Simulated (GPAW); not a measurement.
# Sc (P4/nmm) in GPAW: reference runs

Aim: a first look at Sc with PBE, on the cell as given.

Program: GPAW 26.7.0. These are calculated values, not measurements. Logs are shortened: lines on timing, memory, paths and dates and some standing lists are left out, and cuts for length are marked. The log counts tension as positive stress, the text compression.

### 1 The structure

Symmetry: P4/nmm, No. 129, tetragonal system. The conventional cell has a = 5.423 Å, b = 5.423 Å, c = 3.435 Å, α = 90.00°, β = 90.00°, γ = 90.00°. Sc (site symmetry 4mm) is surrounded by 10 Sc at 3.15 to 3.44 Å. Sc (site symmetry -4m2) is surrounded by 10 Sc at 3.15 to 3.44 Å.

This isn't the form of Sc at room conditions, which is hcp.

### 2 Single point, PBE

File run.py:

```python
from ase import Atoms
from ase.dft.bandgap import bandgap
from ase.io import write
from ase.units import Bohr, GPa
from gpaw import GPAW, PW
from gpaw.elf import elf_from_dft_calculation

atoms = Atoms(['Sc', 'Sc', 'Sc', 'Sc'],
              cell=[[5.422676, 0.0, 0.0],
                    [0.0, 5.422676, 0.0],
                    [0.0, 0.0, 3.435206]],
              scaled_positions=[[0.0, 0.5, 0.467336],
                                [0.5, 0.0, 0.532664],
                                [0.0, 0.0, 0.0],
                                [0.5, 0.5, 0.0]],
              pbc=True)

calc = GPAW(mode=PW(600),
            xc='PBE',
            kpts={'size': (5, 5, 8), 'gamma': True},
            occupations={'name': 'fermi-dirac', 'width': 0.05},
            nbands=42,
            convergence={'density': 1e-05, 'energy': 1e-05},
            maxiter=150,
            txt='gpaw.txt')
atoms.calc = calc
energy = atoms.get_potential_energy()
forces = atoms.get_forces()
stress = atoms.get_stress()
calc.write('gs.gpw')
write('result.traj', atoms)
print(f'Energy: {energy:.6f} eV')
print('Forces (eV/A):')
print(forces.round(4))
print('Stress (GPa):', (stress / GPa).round(3))
print('Fermi level:', round(calc.get_fermi_level(), 4), 'eV')
print(f'Gap: {bandgap(calc)[0]:.4f} eV, direct: {bandgap(calc, direct=True)[0]:.4f} eV')

# fields on the real-space grid
write('density.cube', atoms, data=calc.get_pseudo_density() * Bohr**3)
write('potential.cube', atoms, data=calc.get_electrostatic_potential())
write('elf.cube', atoms, data=elf_from_dft_calculation(calc).data)
```

Potentials or basis: GPAW PAW data sets (gpaw-data 1.2.1), pw.

The run is started by

```bash
$ OMP_NUM_THREADS=1 python run.py
```

gpaw.txt:

```text
__  _  _
 | _ |_)|_||  |
 |__||  | ||/\| - 26.7.0

Input parameters:
  mode=PW(ecut=600.0),
  convergence={'density': 1e-05, 'energy': 1e-05},
  kpts=MonkhorstPack(size=(5, 5, 8), gamma=True),
  maxiter=150,
  nbands=42,
  occupations=Occupations(name='fermi-dirac', width=0.05),
  xc=XC(name='PBE')

Diagonalizing LCAO Hamiltonian
Converting LCAO to pw mode
    .------------.
   /|            |
  / |            |
 *  |            |
 | Sc------------.
 | /    Scc     /
 |/            /
 Sc-----------*

Atoms  # Å, Bohr magnetons
|   | symbol |        x |        y |        z |    initial magnetic moments |
|---|--------|----------|----------|----------|-----------------------------|
| 0 |     Sc | 0.000000 | 2.711338 | 1.605395 | ( 0.0000,  0.0000,  0.0000) |
| 1 |     Sc | 2.711338 | 0.000000 | 1.829811 | ( 0.0000,  0.0000,  0.0000) |
| 2 |     Sc | 0.000000 | 0.000000 | 0.000000 | ( 0.0000,  0.0000,  0.0000) |
| 3 |     Sc | 2.711338 | 2.711338 | 0.000000 | ( 0.0000,  0.0000,  0.0000) |

Unit cell  # Å
| periodic |        x |        y |        z |  lengths |    angles |
|----------|----------|----------|----------|----------|-----------|
|      yes | 5.422676 | 0.000000 | 0.000000 | 5.422676 | 90.000000 |
|      yes | 0.000000 | 5.422676 | 0.000000 | 5.422676 | 90.000000 |
|      yes | 0.000000 | 0.000000 | 3.435206 | 3.435206 | 90.000000 |

Number of symmetries: 8
Symmetry operations  # r_c * U_cc + t_c -> r_c
|   | kind |            matrix            |
|---|------|------------------------------|
| 0 |  E   |  1, 0, 0,  0, 1, 0,  0, 0, 1 |
| 1 |  σ   |  1, 0, 0,  0,-1, 0,  0, 0, 1 |
| 2 |  C2  |  0, 1, 0,  1, 0, 0,  0, 0,-1 |
| 3 |  S4  |  0, 1, 0, -1, 0, 0,  0, 0,-1 |
| 4 |  S4  |  0,-1, 0,  1, 0, 0,  0, 0,-1 |
| 5 |  C2  |  0,-1, 0, -1, 0, 0,  0, 0,-1 |
| 6 |  σ   | -1, 0, 0,  0, 1, 0,  0, 0, 1 |
| 7 |  C2  | -1, 0, 0,  0,-1, 0,  0, 0, 1 |

BZ-sampling:
  Number of BZ points: 200
  Number of IBZ points: 30

  Monkhorst-Pack size: [5, 5, 8]
  Monkhorst-Pack shift: [0.0, 0.0, 0.0625]

K-points  # in reciprocal-cell coordinates
|     |                                coordinates |     weight |
|-----|--------------------------------------------|------------|
|   0 | (  0.00000000,   0.00000000,   0.00000000) | 0.00500000 |
|   1 | (  0.00000000,   0.00000000,   0.12500000) | 0.01000000 |
|   2 | (  0.00000000,   0.00000000,   0.25000000) | 0.01000000 |
|   3 | (  0.00000000,   0.00000000,   0.37500000) | 0.01000000 |
|   4 | (  0.00000000,   0.00000000,   0.50000000) | 0.00500000 |
|   5 | (  0.20000000,   0.00000000,   0.00000000) | 0.02000000 |
|   6 | (  0.20000000,   0.00000000,   0.12500000) | 0.04000000 |
|   7 | (  0.20000000,   0.00000000,   0.25000000) | 0.04000000 |
|   8 | (  0.20000000,   0.00000000,   0.37500000) | 0.04000000 |
|   9 | (  0.20000000,   0.00000000,   0.50000000) | 0.02000000 |
| ... |                                            |            |
|  29 | (  0.40000000,   0.40000000,   0.50000000) | 0.02000000 |

Plane wave coefficients: 3406
Cutoff: 600.0 eV

Spin-components: 1 (collinear spins)
Bands:           42
Projectors:      24
Spin-degeneracy: 2
Datatype:        complex128

Density:
  Valence electrons: 44.0
  Components: 1
  Grid points: [32 32 20]
  Charge: 0.0  # |e|

Potential:
  Grid points: [32 32 20]

species:
  Sc:
    name:    Scandium
    Z:       21.0
    valence: 11
    core:    10
    charge:  0.0  # [|e|]
    compensation charges:
      type: gauss
      rc: 0.39  # [Å]
      lmax: 2
    cutoffs:
      filter: 2.14  # [Å]
      core: 1.08  # [Å]
    projectors
    | kind |    occ | energy [eV] | rcut [Å] |
    |------|--------|-------------|----------|
    |   3s |  2.000 |     -55.031 |    1.228 |
    |   4s |  2.000 |      -4.183 |    1.228 |
    |   3p |  6.000 |     -33.625 |    1.281 |
    |   4p |  0.000 |      -1.467 |    1.281 |
    |   3d |  1.000 |      -3.233 |    1.196 |
    |    d |        |      23.979 |    1.196 |

    Using partial waves for Sc as LCAO basis

Reference energy: -83155.532482  # eV

eigensolver:
  PPCG
  Converge bands: occupied
  niter=2

density mixing:
  MSR1-Mixer
  Pratt-step length: 0.05
  Maximum mixing coefficient: 0.75
  Old densities: 10
  SVD Regularization: 0.005
  Good broyden scale: 1.0
  Trust region scale: 1.0
  Backstep threshold: 4.0
  History deletion threshold: 6.0
  Fourier metric: weight=20.0, sigma=0.015

occupation numbers:
  Fermi-Dirac:
    width: 0.0500  # eV

poisson solver:
  ecut: 4800.0  # eV

xc functional:
  name: PBE with 2 nearest neighbor stencil

convergence criteria:
- Maximum integral of absolute [dens]ity change: 1e-05 electrons / valence electron
- Maximum [total energy] change in last 3 cyles: 1e-05 eV / valence electron
- Maximum integral of absolute [eigenst]ate change: 4e-08 eV^2 / valence electron
maximum number of iterations: 150

SCF iterations
|iter     | |      energy | eigst |  dens |
|---------|-|-------------|-------|-------|
|iter:   1| |  -18.612400 | +0.43 |       |
|iter:   2| |  -18.552268 | -0.40 | -1.31 |
|iter:   3| |  -18.205292 | -0.82 | -1.34 |
|iter:   4| |  -18.216116 | -1.72 | -2.02 |
|iter:   5| |  -18.225718 | -2.36 | -2.28 |
|iter:   6| |  -18.220483 | -3.04 | -2.34 |
|iter:   7| |  -18.220535 | -3.98 | -3.59 |
|iter:   8| |  -18.220548c| -4.66 | -3.81 |
|iter:   9| |  -18.220551c| -5.57 | -4.49 |
|iter:  10| |  -18.220551c| -6.31 | -5.05c|
|iter:  11| |  -18.220551c| -6.94 | -5.61c|
|iter:  12| |  -18.220551c| -7.39 | -6.30c|
|iter:  13| |  -18.220551c| -7.93c| -6.64c|

Converged in 13 steps
Energy contributions relative to reference atoms: (reference = -83155.532482)

Energy contributions:
  Kinetic:          -4.739926
  Coulomb:           4.978894
  Zero:              0.630455
  External:          0.000000
  Xc:              -19.050663
  Entropy:          -0.078621
  Spinorbit:         0.000000
  ----------------------------
  Free energy:     -18.259861
  Extrapolated:    -18.220551

dipole moment: (-29.035094, -29.035094, -18.393804)  # |e|*Ang

Fermi level: 5.552
Eigenvalues  # (at kpt = [0.000, 0.000, 0.000])
| band index |      eig [eV] | occ [0-2] |
|------------|---------------|-----------|
|          0 |       -44.098 |     2.000 |
|        ... |               |           |
|         13 |       -22.508 |     2.000 |
|         14 |       -22.508 |     2.000 |
|         15 |       -22.495 |     2.000 |
|         16 |         0.383 |     2.000 |
|         17 |         3.747 |     2.000 |
|         18 |         3.748 |     2.000 |
[... 8 lines left out ...]
|         27 |         7.278 |     0.000 |
|         28 |         7.762 |     0.000 |
|        ... |               |           |
|         41 |        11.966 |     0.000 |

No gap
No difference between direct/indirect transitions

Forces  # eV/Ang
|       x |       y |        z |
|---------|---------|----------|
| 0.00000 | 0.00000 |  0.22022 |  # Sc   0
| 0.00000 | 0.00000 | -0.22022 |  # Sc   1
| 0.00000 | 0.00000 |  0.00000 |  # Sc   2
| 0.00000 | 0.00000 |  0.00000 |  # Sc   3

Stress tensor  # eV/Ang^3
|        x |        y |        z |
|----------|----------|----------|
| 0.007870 | 0.000000 | 0.000000 |
| 0.000000 | 0.007870 | 0.000000 |
| 0.000000 | 0.000000 | 0.003193 |

# Writing to gs.gpw (mode='')
```

It took 77 s on 1 thread of Arm Neoverse V1, shared host; peak memory 0.25 GiB.

Results:

```
Free energy            : -18.2599 eV
Pressure               : -1.0 GPa
Largest force          : 0.220 eV/Å
Band gap on the k mesh : none (metal or under the smearing width)
```

Forces in eV/Å, atoms in the order of the input:
```
Sc   0.000  0.000  0.220
Sc   0.000  0.000 -0.220
Sc   0.000  0.000  0.000
Sc   0.000  0.000  0.000
```

Stress tensor (GPa, compression positive):
```
-1.26  0.00  0.00
 0.00 -1.26  0.00
 0.00  0.00 -0.51
```

Levels at points of the mesh, in eV from the Fermi level:
| k point | band 19 | band 20 | band 21 | band 22 | band 23 | band 24 | band 25 | band 26 |
| --- | --- | --- | --- | --- | --- | --- | --- | --- |
| (0.00, 0.00, 0.00) | -1.80 | -1.27 | -1.01 | 0.06 | 0.06 | 0.90 | 0.90 | 1.01 |
| (0.00, 0.00, 0.50) | -0.31 | -0.31 | -0.29 | -0.29 | -0.01 | 0.00 | 0.71 | 0.77 |
